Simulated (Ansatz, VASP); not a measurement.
# Si3Ge (random alloy of the diamond Si-Ge line, x = 0.25) in two plane-wave programs

Wanted: the spread between two codes on one cell, functional and k mesh. The structure shown is the start of the Ansatz relaxation below; VASP solves that cell, so the two are compared at the walk's first step.

Calculated with Ansatz 0.2.0; plane waves, with VASP 6.6.1 beside it; single point at PBE.

## 1. Starting point

The cell holds 64 atoms: 48 Si and 16 Ge. Its edges and angles: a = 11.084 Å, b = 11.084 Å, c = 11.084 Å, α = 90.0°, β = 90.0°, γ = 90.0°. It derives from Si (diamond Si-Ge), repeated 2×2×2. Diamond Si-Ge: 64 atoms, 16 of 64 Si sites given to Ge at random, cell and internal coordinates interpolated linearly between the end members (Vegard's rule); (so at first; earlier steps may have moved the atoms), displaced by a Gaussian of 0.02 A. Lattice constants are starting values near those of PBE.

## 2. Ansatz: relaxation, PBE

Ansatz runs on its default PAW (the set named soft_2) files.

The two programs are compared at the cell with which this relaxation starts, whose forces are those of its first step.

input.yaml reads:

```yaml
crystal:
  lattice:
    - [11.0835, 0.0, 0.0]
    - [0.0, 11.0835, 0.0]
    - [0.0, 0.0, 11.0835]
  atoms:
    - { symbol: Si, position: [0.00293, 0.9989, 0.99905] }
    - { symbol: Si, position: [0.12306, 0.12656, 0.12085] }
    - { symbol: Si, position: [0.00315, 0.24863, 0.25058] }
    - { symbol: Si, position: [0.12455, 0.37764, 0.37128] }
    - { symbol: Ge, position: [0.24942, 0.99931, 0.25205] }
    - { symbol: Si, position: [0.37302, 0.12469, 0.37342] }
    - { symbol: Si, position: [0.25008, 0.25105, 0.99801] }
    - { symbol: Si, position: [0.37707, 0.37663, 0.12591] }
    - { symbol: Ge, position: [0.00163, 0.99877, 0.49978] }
    - { symbol: Ge, position: [0.12331, 0.12452, 0.62596] }
    - { symbol: Si, position: [0.99875, 0.24928, 0.74876] }
    - { symbol: Si, position: [0.12347, 0.37379, 0.87498] }
    - { symbol: Ge, position: [0.24798, 0.00042, 0.753] }
    - { symbol: Si, position: [0.37634, 0.12465, 0.8734] }
    - { symbol: Si, position: [0.24865, 0.25305, 0.50009] }
    - { symbol: Ge, position: [0.37385, 0.37534, 0.62879] }
    - { symbol: Si, position: [0.00022, 0.50111, 0.00054] }
    - { symbol: Si, position: [0.12436, 0.62294, 0.12437] }
    - { symbol: Si, position: [0.99962, 0.75106, 0.25151] }
    - { symbol: Si, position: [0.12668, 0.87552, 0.3766] }
    - { symbol: Ge, position: [0.24864, 0.50226, 0.25093] }
    - { symbol: Si, position: [0.37446, 0.62588, 0.37486] }
    - { symbol: Si, position: [0.25204, 0.75274, 0.00394] }
    - { symbol: Si, position: [0.37248, 0.87239, 0.12409] }
    - { symbol: Si, position: [0.00029, 0.50158, 0.50057] }
    - { symbol: Si, position: [0.12135, 0.62445, 0.62649] }
    - { symbol: Si, position: [0.00042, 0.75138, 0.7496] }
    - { symbol: Ge, position: [0.12464, 0.87534, 0.87574] }
    - { symbol: Si, position: [0.25036, 0.50021, 0.74879] }
    - { symbol: Si, position: [0.37568, 0.62522, 0.87704] }
    - { symbol: Ge, position: [0.25216, 0.75033, 0.49932] }
    - { symbol: Si, position: [0.37385, 0.87576, 0.62514] }
    - { symbol: Si, position: [0.49938, 8.0e-05, 0.99888] }
    - { symbol: Ge, position: [0.62626, 0.12419, 0.12721] }
    - { symbol: Si, position: [0.50073, 0.25107, 0.24802] }
    - { symbol: Si, position: [0.62531, 0.37634, 0.37328] }
    - { symbol: Si, position: [0.74952, 6.0e-05, 0.24752] }
    - { symbol: Ge, position: [0.87557, 0.12653, 0.37345] }
    - { symbol: Ge, position: [0.75063, 0.24763, 0.99993] }
    - { symbol: Si, position: [0.87208, 0.37702, 0.12574] }
    - { symbol: Si, position: [0.49996, 0.9986, 0.5023] }
    - { symbol: Si, position: [0.62855, 0.12165, 0.62723] }
    - { symbol: Si, position: [0.50294, 0.25061, 0.74784] }
    - { symbol: Ge, position: [0.62656, 0.37467, 0.87391] }
    - { symbol: Si, position: [0.74778, 0.00099, 0.75143] }
    - { symbol: Si, position: [0.87387, 0.12594, 0.87294] }
    - { symbol: Si, position: [0.75145, 0.25008, 0.49966] }
    - { symbol: Ge, position: [0.87482, 0.37657, 0.62635] }
    - { symbol: Ge, position: [0.50096, 0.50025, 0.00014] }
    - { symbol: Si, position: [0.62612, 0.62542, 0.12623] }
    - { symbol: Si, position: [0.49944, 0.74561, 0.25187] }
    - { symbol: Si, position: [0.62895, 0.8758, 0.37482] }
    - { symbol: Si, position: [0.74975, 0.49979, 0.25003] }
    - { symbol: Si, position: [0.87298, 0.62407, 0.3732] }
    - { symbol: Si, position: [0.75045, 0.74946, 0.00089] }
    - { symbol: Ge, position: [0.87468, 0.87678, 0.12539] }
    - { symbol: Si, position: [0.50395, 0.49658, 0.49883] }
    - { symbol: Si, position: [0.62663, 0.62956, 0.62455] }
    - { symbol: Si, position: [0.50008, 0.74959, 0.7524] }
    - { symbol: Si, position: [0.62448, 0.87623, 0.87442] }
    - { symbol: Si, position: [0.7477, 0.50057, 0.75091] }
    - { symbol: Ge, position: [0.87733, 0.6248, 0.87389] }
    - { symbol: Si, position: [0.75102, 0.75043, 0.50051] }
    - { symbol: Si, position: [0.87487, 0.87709, 0.62567] }
kpoints:
  mp_grid: { grid: [1, 1, 1] }
hamiltonian:
  xc: pbe
scf:
  occupations: { method: fermi_dirac, width: 0.025 }
output:
  forces: true
relax:
  f_tol: 0.05
  max_steps: 150
  cell: {}
```

Started as:

```console
$ ansatz run input.yaml --threads 4 --pin off --max-ram 8192MiB --backend cpu --events-out ev --progress --plain --runs-dir out
```

Numbers of over 12 decimals in the logs are rounded to 6 here.

The program printed:

```text
Engine: ansatz 0.2.0, aarch64-unknown-linux-gnu
Pseudopotentials: kind: paw
Pseudopotential: Si, paw, valence charge 4, recommended cutoff 420 eV (normal), Si.paw.azcp
Pseudopotential: Ge, paw, valence charge 14, recommended cutoff 420 eV (normal), Ge.paw.azcp
Functional definition: PBE
  parameter kappa = 0.804
  parameter beta = 0.066725
  exchange = pbe_x(kappa = kappa, mu = beta*pi^2/3)
  correlation = pbe_c(beta = beta)
Crystal: 64 atoms, lattice volume = 1361.541 Å³
Basis set: ecut = 420 eV, 26745 PW (Γ), exchange–correlation on 150×150×150 points (8 copies of the dense FFT grid, shifted against one another)
Bands: 272, of which v1, the nominal top of the filled ones, is band 208 counted from 1 (207 counted from 0)
Symmetry: 1 space group operations
Space group: P1 (ITA 1), of the structure as read, at distance tolerance 1.1e-4 Å
k-points: 1
Non-local potential: Si, projectors of the file, l = 0: 2, l = 1: 2, l = 2: 2
Non-local potential: Ge, projectors of the file, l = 0: 2, l = 1: 2, l = 2: 3, l = 3: 1
PAW form: soft (Blöchl's): semilocal exchange-correlation on the pseudo side does not see the compensation charge
PAW one-centre angular grid: Si, 110 points (default); XC on 64 Gauss nodes
PAW one-centre angular grid: Ge, 590 points (default); XC on 64 Gauss nodes
Initial density: superposition of atomic densities (neutral atoms: chi_scale 0, normalization atom), corrected by the library's trained network
Initial wavefunctions: pseudopotential atomic-orbital guess
Functional: x = pbe(κ = 0.804, μ = 0.219515), c = pbe(β = 0.066725)
SCF iter   1: F=—  HF=-99229.906169 eV  |F-HF|=—  |Δ(HF+E_count)|=         —  Δρ=1.84e-3  dr2=6.95e-2  ethr=1.77e-3  ⟨swp⟩=7.0  Hψ=1204  notcnv=0  defer=19
preconditioner: auto → Resta (q_TF=auto, 2.239 Å⁻¹)  ε∞=5.1  [insulator: Δε(μ)=0.659 eV  Ē_g=7.910 eV  σ=0.025 eV  W_gap=1.00  n_scr=250 (ndim 8)  ℏωp=16.1 eV  f_vac=0.000  D(μ)=0.00/eV (n_scr^D=0)  ε∞_Penn≈5.1]
SCF iter   2: F=—  HF=-99229.890464 eV  |F-HF|=—  |Δ(HF+E_count)|=   1.57e-2  Δρ=1.13e-3  dr2=2.67e-2  ethr=1.67e-5  ⟨swp⟩=2.0  Hψ=527  notcnv=0  defer=48
SCF iter   3: F=—  HF=-99229.890917 eV  |F-HF|=—  |Δ(HF+E_count)|=   4.54e-4  Δρ=6.55e-4  dr2=5.46e-3  ethr=6.43e-6  ⟨swp⟩=2.0  Hψ=441  notcnv=0  defer=48
SCF iter   4: F=—  HF=-99229.886296 eV  |F-HF|=—  |Δ(HF+E_count)|=   4.62e-3  Δρ=2.04e-4  dr2=4.94e-4  ethr=1.31e-6  ⟨swp⟩=2.0  Hψ=432  notcnv=0  defer=48
SCF iter   5: F=—  HF=-99229.886542 eV  |F-HF|=—  |Δ(HF+E_count)|=   2.46e-4  Δρ=5.73e-5  dr2=4.83e-5  ethr=1.19e-7  ⟨swp⟩=2.0  Hψ=432  notcnv=0  defer=48
SCF iter   6: F=—  HF=-99229.885989 eV  |F-HF|=—  |Δ(HF+E_count)|=   5.53e-4  Δρ=1.13e-5  dr2=1.71e-6  ethr=1.16e-8  ⟨swp⟩=2.0  Hψ=432  notcnv=0  defer=48
SCF iter   7: F=—  HF=-99229.885992 eV  |F-HF|=—  |Δ(HF+E_count)|=   3.62e-6  Δρ=3.58e-6  dr2=2.06e-7  ethr=4.12e-10  ⟨swp⟩=2.0  Hψ=432  notcnv=0  defer=48
SCF iter   8: F=-99229.885992 eV  HF=-99229.885992 eV  |F-HF|=8.27e-9  |Δ(HF+E_count)|=   3.49e-9  Δρ=1.40e-6  dr2=1.93e-8  ethr=2.40e-11  ⟨swp⟩=4.0  Hψ=886  notcnv=0
SCF 1 converged in 8 iterations: F = -99229.885992 eV  dr2 = 1.93e-8
  greatest PAW one-centre occupation: 0.998 electrons in one spin orbital (limit 2), on the Ge atom at site 12 (counted from 0), in its partial waves of l = 2
relax step   1: F+E_penalty+E_count = -99229.88599227 eV  Δ(F+E_penalty+E_count) = +0.000e0 eV  max|allowed force component| = 9.026e-1 eV/Å  Δτ_max = 0.0000 Å  P = +0.307 GPa  Ω = 1361.541 Å³  (8 SCF iters, dr2 threshold 1.00e-7 eV, accepted)
Crystal: 64 atoms, lattice volume = 1363.450 Å³
Basis set: ecut = 420 eV, 26769 PW (Γ), exchange–correlation on 150×150×150 points (8 copies of the dense FFT grid, shifted against one another)
Initial density: handed on by an earlier stage of this run
Initial wavefunctions: those handed on with the density
iter 1 solved again at ethr=5.24e-5 eV; its pass at ethr=3.10e-3 eV (dr2=2.18e-1 eV) is discarded
SCF iter   1: F=—  HF=-99230.729187 eV  |F-HF|=—  |Δ(HF+E_count)|=         —  Δρ=4.26e-3  dr2=2.29e-1  ethr=5.24e-5  ⟨swp⟩=12.0  Hψ=1371  notcnv=0  defer=3
preconditioner: auto → Resta (q_TF=auto, 2.239 Å⁻¹)  ε∞=5.2  [insulator: Δε(μ)=0.628 eV  Ē_g=7.868 eV  σ=0.025 eV  W_gap=1.00  n_scr=250 (ndim 8)  ℏωp=16.1 eV  f_vac=0.000  D(μ)=0.00/eV (n_scr^D=0)  ε∞_Penn≈5.2]
SCF iter   2: F=—  HF=-99230.703355 eV  |F-HF|=—  |Δ(HF+E_count)|=   2.58e-2  Δρ=2.32e-3  dr2=5.73e-2  ethr=5.24e-5  ⟨swp⟩=2.0  Hψ=315  notcnv=0  defer=44
SCF iter   3: F=—  HF=-99230.700270 eV  |F-HF|=—  |Δ(HF+E_count)|=   3.08e-3  Δρ=3.59e-4  dr2=1.79e-3  ethr=1.38e-5  ⟨swp⟩=2.0  Hψ=322  notcnv=0  defer=44
SCF iter   4: F=—  HF=-99230.700032 eV  |F-HF|=—  |Δ(HF+E_count)|=   2.38e-4  Δρ=1.36e-4  dr2=2.63e-4  ethr=4.30e-7  ⟨swp⟩=2.0  Hψ=432  notcnv=0  defer=44
[...]
atom  12  Si     0.00165977     0.00098009     0.00232596
  atom  13  Ge    -0.00212905    -0.00671910    -0.00107824
  atom  14  Si    -0.00536579     0.00052027     0.00425574
  atom  15  Si     0.00104394     0.00022474    -0.00252436
  atom  16  Ge    -0.00694997     0.00097063    -0.00224813
  atom  17  Si     0.00158981    -0.00699447    -0.00154151
  atom  18  Si    -0.00175666     0.00017735     0.00005996
  atom  19  Si    -0.00225603     0.00469019     0.00264263
  atom  20  Si    -0.00125808     0.00122021     0.00244364
  atom  21  Ge    -0.00152693    -0.00171066    -0.00380515
  atom  22  Si     0.00131482     0.00211633     0.01063058
  atom  23  Si     0.00660892    -0.00210850     0.00363802
  atom  24  Si     0.00418019     0.00264470    -0.00114450
  atom  25  Si    -0.00044471     0.00463001    -0.00168929
  atom  26  Si     0.00650051    -0.00365654     0.00718794
  atom  27  Si    -0.00379310     0.00474952    -0.00750834
  atom  28  Ge     0.00199397    -0.00175201     0.00182094
  atom  29  Si     0.00261750    -0.00170987    -0.00070543
  atom  30  Si    -0.00302922     0.00232553    -0.00362052
  atom  31  Ge    -0.00870722    -0.00124349     0.00196778
  atom  32  Si     0.00187075    -0.00575946     0.00133403
  atom  33  Si     0.00347063    -0.00089299    -0.00011673
  atom  34  Ge    -0.00574306    -0.00039321     0.00406789
  atom  35  Si    -0.00064360     0.00170381     0.00110161
[...]
atom  57  Si    -0.00090886    -0.00683824    -0.00159590
  atom  58  Si    -0.00257055     0.00479195     0.00361859
  atom  59  Si    -0.00428822    -0.00147308     0.00559780
  atom  60  Si     0.00069042     0.00201447     0.00044715
  atom  61  Si    -0.00624317     0.00127619    -0.00309621
  atom  62  Ge     0.00014278     0.00076563     0.00495084
  atom  63  Si     0.00571293    -0.00185220     0.00041557
  atom  64  Si    -0.00164179     0.00276226     0.00329685
  max |Σ_I F_I| component: 2.46e-6 eV/Å
--- Stress (GPa, compression-positive) ---
       -0.019455      -0.002779       0.002144
       -0.002779      -0.001609      -0.004805
        0.002144      -0.004805      -0.004598
  P = ⅓ Tr σ = -0.0086 GPa (-0.086 kbar)
--- Relaxed structure (3 steps of the walk, 3 accepted, 1 SCFs on fresh bases) ---
  F+E_penalty+E_count = -99230.74402136 eV   max|allowed force component| = 1.063e-2 eV/Å   (the final SCF, on the basis selected at the relaxed cell)
  cell:  # Å, volume = 1364.8422 Å³
    - [11.094314, 0.000759482, -0.000343812]
    - [0.000759482, 11.091226, 0.00127628]
    - [-0.000343812, 0.00127628, 11.091811]
  atoms:
    - { symbol: Si, position: [-2.436290508282962e-5, 1.003208, 1.000216] }
    - { symbol: Si, position: [0.123831, 0.128552, 0.122657] }
    - { symbol: Si, position: [0.00154381, 0.253058, 0.248612] }
    - { symbol: Si, position: [0.123863, 0.374574, 0.375687] }
    - { symbol: Ge, position: [0.250352, 1.000373, 0.248661] }
    - { symbol: Si, position: [0.376529, 0.126565, 0.377039] }
    - { symbol: Si, position: [0.250935, 0.250320, 0.999698] }
    - { symbol: Si, position: [0.374075, 0.371867, 0.125963] }
    - { symbol: Ge, position: [-0.001593, 0.996216, 0.499838] }
    - { symbol: Ge, position: [0.125871, 0.128588, 0.624877] }
    - { symbol: Si, position: [1.000490, 0.251646, 0.753548] }
    - { symbol: Si, position: [0.125628, 0.375651, 0.877162] }
    - { symbol: Ge, position: [0.255671, 0.000711364, 0.750754] }
    - { symbol: Si, position: [0.377851, 0.126569, 0.877839] }
    - { symbol: Si, position: [0.250154, 0.251705, 0.496460] }
    - { symbol: Ge, position: [0.375122, 0.376557, 0.624563] }
    - { symbol: Si, position: [0.00214234, 0.499895, 0.00191244] }
    - { symbol: Si, position: [0.124756, 0.625845, 0.124225] }
    - { symbol: Si, position: [1.000993, 0.747376, 0.250404] }
    - { symbol: Si, position: [0.124446, 0.871685, 0.372988] }
    - { symbol: Ge, position: [0.250451, 0.500048, 0.250562] }
    - { symbol: Si, position: [0.379963, 0.625306, 0.373999] }
    - { symbol: Si, position: [0.250955, 0.748147, 0.00181446] }
    - { symbol: Si, position: [0.376993, 0.872081, 0.123341] }
    - { symbol: Si, position: [0.00128748, 0.500864, 0.498537] }
    - { symbol: Si, position: [0.123168, 0.623652, 0.625812] }
    - { symbol: Si, position: [-0.00122472, 0.749158, 0.747511] }
    - { symbol: Ge, position: [0.124127, 0.873459, 0.876563] }
    - { symbol: Si, position: [0.247119, 0.501991, 0.752135] }
    - { symbol: Si, position: [0.372624, 0.627730, 0.873379] }
    - { symbol: Ge, position: [0.252325, 0.749031, 0.500511] }
    - { symbol: Si, position: [0.380511, 0.875392, 0.624524] }
[...]
- { symbol: Ge, position: [0.621857, 0.122752, 0.127225] }
[...]
- { symbol: Ge, position: [0.871868, 0.127280, 0.372519] }
    - { symbol: Ge, position: [0.754788, 0.249951, 1.000775] }
[...]
- { symbol: Ge, position: [0.625126, 0.375301, 0.870951] }
[...]
- { symbol: Ge, position: [0.874245, 0.375740, 0.624674] }
    - { symbol: Ge, position: [0.497795, 0.502090, 0.00183584] }
[...]
- { symbol: Si, position: [0.746592, 0.750906, 0.000371549] }
    - { symbol: Ge, position: [0.874343, 0.875575, 0.125986] }
    - { symbol: Si, position: [0.503083, 0.502629, 0.498360] }
    - { symbol: Si, position: [0.624811, 0.626662, 0.623670] }
    - { symbol: Si, position: [0.500889, 0.750020, 0.749397] }
    - { symbol: Si, position: [0.624160, 0.874919, 0.874394] }
    - { symbol: Si, position: [0.747906, 0.503130, 0.746582] }
    - { symbol: Ge, position: [0.873875, 0.624806, 0.875327] }
    - { symbol: Si, position: [0.749620, 0.749570, 0.499857] }
    - { symbol: Si, position: [0.871798, 0.872089, 0.626640] }
```

(Continued in part 2 of 2.)

[Lines on the potential files, build, host, timing and source positions are cut from VASP's logs without a mark.]

[Logs are printed without paths, hosts, clocks, repeated set-up lines and the standing remarks that a program may print on its own settings, such as how far it seeks lower states.]

[Hosts, paths, dates, database ids (printed as entryN), source tags and the programs' standing remarks are cut or masked in the printed files.]
